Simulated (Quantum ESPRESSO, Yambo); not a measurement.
# CuI (Marshite): Bethe-Salpeter spectra with Yambo, part 2 of 2

How far does the k mesh set the exciton binding of CuI (Marshite)?

Quantum ESPRESSO 7.5 and Yambo 5.3.0; PBE and many-body steps on it, plane waves. Known limits of the many-body steps: not at the basis limit; d shell near the gap, gap tends to lie low; no spin-orbit coupling; bindings not settled in the k mesh.

So far. Step 17 (Empty states on the mesh, 10×10×10 mesh, 35 bands): On this mesh the gap is 1.096 eV. Step 19 (k mesh (10×10×10)): The lowest state lies at 1.450 eV, 0.156 eV under the direct gap.

The database entry behind the starting cell differs from later determinations by our own check (about 0.15 % long (mineral sample)), so it need not match the best structure at ambient conditions.

In doubt: a PseudoDojo file used here is known to give poor structures and forces, which bears on pressures, cells, forces and phonons.

### 20. Triplet (no exchange term)

File bse13.in:

```
optics
bss
bse
em1s
dipoles
rim_cut
RandQpts= 1000000
RandGvec= 1 RL
Chimod= "HARTREE"
BSKmod= "SEX"
BSEmod= "resonant"
BSSmod= "d"
BSENGexx= 1 RL
BSENGBlk= 4 Ry
% BSEQptR
 1 | 1 |
%
% BSEBands
 20 | 23 |
%
% BEnRange
 0 | 4 | eV
%
% BDmRange
 0.1 | 0.1 | eV
%
BEnSteps= 81
% BLongDir
 1 | 0 | 0 |
%
% BndsRnXs
 14 | 35 |
%
NGsBlkXs= 4 Ry
% LongDrXs
 1 | 1 | 1 |
%
% KfnQP_E
 0.509 | 1.0 | 1.0 |
%
WRbsWF
FFTGvecs= 38 Ry
```

The run is started by

```sh
OMP_NUM_THREADS=1 mpirun -n 4 yambo -F bse13.in -J bse13,bse12_W -C bse13 > bse13.log
```

Elapsed: 1.7 min, on 4 MPI ranks of Arm Neoverse V1, shared host; peak memory 1.8 GiB; 6.8 min of CPU time.

The lowest triplet lies at 1.448 eV; without spin-orbit coupling triplets are dark, so no spectrum is read.

### 21. Spectrum in a wider window

File bse14.in:

```
optics
bss
bse
em1s
dipoles
rim_cut
RandQpts= 1000000
RandGvec= 1 RL
Chimod= "HARTREE"
BSKmod= "SEX"
BSEmod= "resonant"
BSSmod= "h"
BSENGexx= 20 Ry
BSENGBlk= 4 Ry
% BSEQptR
 1 | 1 |
%
% BSEBands
 20 | 29 |
%
% BEnRange
 0 | 7 | eV
%
% BDmRange
 0.1 | 0.1 | eV
%
BEnSteps= 141
% BLongDir
 1 | 0 | 0 |
%
% BndsRnXs
 14 | 35 |
%
NGsBlkXs= 4 Ry
% LongDrXs
 1 | 1 | 1 |
%
% KfnQP_E
 0.509 | 1.0 | 1.0 |
%
BSHayTrs= -0.02
FFTGvecs= 38 Ry
```

The run is started by

```sh
OMP_NUM_THREADS=1 mpirun -n 4 yambo -F bse14.in -J bse14,bse12_W -C bse14 > bse14.log
```

The job ended after 13 min (4 MPI ranks; peak memory 5.3 GiB).

Numbers from this step:

```
transitions in the window           : 21000
direct gap of the transition levels : 1.605 eV
```

The ε₂ has structure finer than the step of the table below, so its rows give means over 0.25 eV, whole bins alone (the curve runs from 0 to 7 eV). Peaks (eV: height): BSE 2.000: 4.83, 3.000: 8.18, 3.400: 5.19, 4.300: 10.3, 5.900: 4.95; no electron-hole interaction 2.200: 2.23, 3.350: 4.74, 3.800: 5.18, 4.800: 7.66, 5.150: 8.98, 6.450: 6.43.

Field along x; broadening 0.1 eV; transition window only. Limits: finite bands, cutoff and mesh; d shell near the gap, gap tends to lie low; no spin-orbit coupling; exciton not shown settled in the k mesh. The ε₂ by photon energy; means over each step:

| photon energy (eV) | BSE | no electron-hole interaction |
| --- | --- | --- |
| 0.25 | 0.0813 | 0.0477 |
| 0.50 | 0.104 | 0.0574 |
| 0.75 | 0.143 | 0.0722 |
| 1.00 | 0.231 | 0.0991 |
| 1.25 | 0.667 | 0.174 |
| 1.50 | 1.51 | 0.654 |
| 1.75 | 1.26 | 0.621 |
| 2.00 | 3.57 | 0.728 |
| 2.25 | 2.27 | 1.63 |
| 2.50 | 3.97 | 1.12 |
| 2.75 | 5.46 | 1.75 |
| 3.00 | 6.75 | 1.99 |
| 3.25 | 4.18 | 3.74 |
| 3.50 | 4.48 | 3.17 |
| 3.75 | 3.03 | 4.55 |
| 4.00 | 5.46 | 3.40 |
| 4.25 | 9.58 | 2.99 |
| 4.50 | 6.59 | 5.47 |
| 4.75 | 5.52 | 7.05 |
| 5.00 | 3.86 | 7.42 |
| 5.25 | 3.16 | 6.64 |
| 5.50 | 3.90 | 3.98 |
| 5.75 | 3.94 | 4.24 |
| 6.00 | 4.14 | 4.43 |
| 6.25 | 2.81 | 5.50 |
| 6.50 | 1.72 | 5.93 |
| 6.75 | 1.39 | 3.99 |

The program warns that the window of bands cuts a degenerate level, which breaks the symmetry of states and spectrum.

### 22. The runs together

Times are wall times on 4 MPI ranks of Arm Neoverse V1, shared host, good to a factor of about two.

```csv
run,mesh,transitions,broadening (eV),direct gap (eV),lowest state (eV),binding (eV),mesh cell's term (eV),tallest peak (eV),height,time
excitons,4×4×4,192,0.1,1.605,1.353,0.253,0.282,2.70,21.5,4.8 s
triplet (no exchange term),4×4×4,192,0.1,1.605,1.340,0.265,0.282,-,-,1.2 s
k mesh (6×6×6),6×6×6,648,0.1,1.605,1.375,0.231,0.260,2.40,9.93,18 s
triplet (no exchange term),6×6×6,648,0.1,1.605,1.370,0.235,0.260,-,-,3.5 s
k mesh (8×8×8),8×8×8,1536,0.1,1.605,1.416,0.189,0.212,2.85,7.65,75 s
triplet (no exchange term),8×8×8,1536,0.1,1.605,1.414,0.191,0.212,-,-,20 s
k mesh (10×10×10),10×10×10,3000,0.1,1.605,1.450,0.156,0.174,3.00,6.86,4.8 min
triplet (no exchange term),10×10×10,3000,0.1,1.605,1.448,0.157,0.174,-,-,1.7 min
spectrum in a wider window,10×10×10,21000,0.1,1.605,-,-,-,4.30,10.3,13 min
```

### 23. Results

```
excitons                   : lowest state 1.353 eV (not settled in the k mesh)
triplet (no exchange term) : lowest state 1.340 eV (not settled in the k mesh)
k mesh (6×6×6)             : lowest state 1.375 eV (not settled in the k mesh)
triplet (no exchange term) : lowest state 1.370 eV (not settled in the k mesh)
k mesh (8×8×8)             : lowest state 1.416 eV (not settled in the k mesh)
triplet (no exchange term) : lowest state 1.414 eV (not settled in the k mesh)
k mesh (10×10×10)          : lowest state 1.450 eV (not settled in the k mesh)
triplet (no exchange term) : lowest state 1.448 eV (not settled in the k mesh)
spectrum in a wider window : tallest peak 4.3 eV
```

In words: On the 4×4×4 mesh the lowest exciton lies at 1.353 eV, 0.253 eV below the direct gap; one cell of the mesh carries a screened Coulomb term of 0.28 eV, so this binding is not shown settled. Between the two densest meshes the binding falls by 0.87 of the fall in the mesh cell's term (the screened Coulomb energy of a charge repeated on the supercell that the mesh stands for). The binding is still 0.9 times that term, so the mesh does not resolve the exciton and no limit can be drawn. Triplet (no exchange term), against «excitons (4×4×4)»: the lowest state moves by −0.013 eV (keys changed: BSENGexx). Triplets are dark. k mesh (6×6×6), against «excitons (4×4×4)»: the lowest state moves by +0.022 eV. Triplet (no exchange term), against «k mesh (6×6×6)»: the lowest state stays within 0.01 eV (keys changed: BSENGexx). Triplets are dark. k mesh (8×8×8), against «k mesh (6×6×6)»: the lowest state moves by +0.042 eV. Triplet (no exchange term), against «k mesh (8×8×8)»: the lowest state stays within 0.01 eV (keys changed: BSENGexx). Triplets are dark. k mesh (10×10×10), against «k mesh (8×8×8)»: the lowest state moves by +0.033 eV. Triplet (no exchange term), against «k mesh (10×10×10)»: the lowest state stays within 0.01 eV (keys changed: BSENGexx). Triplets are dark. Spectrum in a wider window, against «k mesh (10×10×10)»: the tallest peak goes from 3.00 eV to 4.30 eV (keys changed: BSEBands, BSSmod, BSHayTrs, BEnRange, BEnSteps and the band window). Lines within a few meV of each other can be one level split by numerical noise, or distinct levels. Screening is static and electronic alone, and only transitions inside the band window count. A d shell, filled or nearly so, lies near the gap. One-shot GW converges very slowly in bands there, not always from below, and on a semilocal start the gap tends to come out low; starts rich in exact exchange can overshoot instead. The many-body steps are scalar-relativistic: spin-orbit coupling is not in them.

[Paths, hosts, dates, memory and timing lines, banners, echoed tables and standing remarks are left out of the program output.]

[Logs are printed without paths, hosts, clocks, repeated set-up lines and the standing remarks that a program may print on its own settings, such as how far it seeks lower states.]

[Runs of the session that timed out or met a known fault of the program may be left out.]

[Hosts, paths, dates, database ids (printed as entryN), source tags and the programs' standing remarks are cut or masked in the printed files.]
